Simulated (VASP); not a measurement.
A run of VASP 6.6.1 is set up as follows.

Contents of INCAR:

```
PREC     = Accurate       # precision mode
ENCUT    = 520            # plane-wave cutoff, eV
EDIFF    = 1E-7           # SCF threshold, eV
ISMEAR   = 0              # smearing method
SIGMA    = 0.05           # smearing width, eV
LREAL    = False          # projectors in reciprocal space
LASPH    = True           # aspherical terms in the spheres
NELM     = 80             # most SCF steps
ALGO     = Normal         # electronic algorithm
ISIF     = 2              # what is computed and relaxed
LWAVE    = False          # write WAVECAR
LCHARG   = False          # write CHGCAR
GGA      = PE             # functional
NBANDS   = 10             # bands
```

File KPOINTS:

```
Automatic mesh
0
Gamma
  18 18 18
```

The input POSCAR:

```
Re
1.0
    0.0000000000      1.9772781472      1.9772781472
    1.9772781472      0.0000000000      1.9772781472
    1.9772781472      1.9772781472      0.0000000000
Re
1
Direct
    0.0000000000      0.0000000000      0.0000000000
```

Potentials or basis: VASP PAW PBE potentials, release 64 (Re).

Run with:

```sh
$ cat potpaw_PBE.64/Re/POTCAR > POTCAR
$ mpirun -np 1 vasp_std > vasp.out
```

(1) Estimate the band gap on the k mesh.

(2) Estimate the pressure.

Results:

(1) none (metal or under the smearing width).

(2) -10.9 GPa.
